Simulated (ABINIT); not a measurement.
Runs of ABINIT 10.8.3 (patched build) on TiAl3. It takes space group I4/mmm (No. 139, tetragonal). Conventional cell: a = 3.822 Å, b = 3.822 Å, c = 8.561 Å, α = 90.00°, β = 90.00°, γ = 90.00°. Ti (site symmetry 4/mmm) is surrounded by 12 Al at 2.70 to 2.87 Å. Al (site symmetry -4m2) is surrounded by 8 Al at 2.70 to 2.87 Å and 4 Ti at 2.87 Å. Around Al (site symmetry 4/mmm) lie 4 Ti at 2.70 Å and 8 Al at 2.87 Å. The cell comes from a database or a generator and needn't be the stable form of this composition.

| task | level | potentials or basis | cell | k mesh | cutoff (eV) | fine-grid cutoff | cell freedom (optcell) | cutoff smearing ecutsm (Ha) | optimiser (ionmov) | force stop (Ha/bohr) | gap on the mesh (eV) | pressure (GPa) | relaxed volume (Å³/atom) |
| --- | --- | --- | --- | --- | --- | --- | --- | --- | --- | --- | --- | --- | --- |
| relaxation of cell and atoms | PBEsol | JTH PAW PBE v2.0 | relaxed | 10 × 10 × 10 | 408 | 816.342 eV | 2 | 0.5 | 2 | 5e-05 | none | 0.0 | 15.62 |
| relaxation of cell and atoms | LDA | JTH PAW LDA v2.0 | relaxed | 10 × 10 × 10 | 408 | 816.342 eV | 2 | 0.5 | 2 | 5e-05 | none | 0.0 | (a) |
| band structure | PBEsol | PseudoDojo NC SR PBEsol v0.4.1 standard | as given | 10 × 10 × 10 | 1143 | - | - | - | - | - | none | -0.6 | - |
| relaxation of cell and atoms | r2SCAN | JTH PAW PBE v2.0 | relaxed | 8 × 8 × 8 | 490 | 979.61 eV | 2 | 0.5 | 2 | 0.0001 | none | - | (b) |
| single point | PBE | JTH PAW PBE v2.0 | as given | 10 × 10 × 10 | 408 | 816.342 eV | - | - | - | - | none | 2.1 | - |

Alike in all rows: no spin polarisation; smearing fermi-dirac 0.05 eV.

Estimate the missing entries.

(a) 15.16; (b) 15.69.

Caveats: the PAW data sets were made with another functional, which shifts forces and pressure a little (some runs).

A k mesh can miss the band edges.

A gap of «none» marks a metal or a gap under the smearing width.

Not every run made on this cell is shown here.
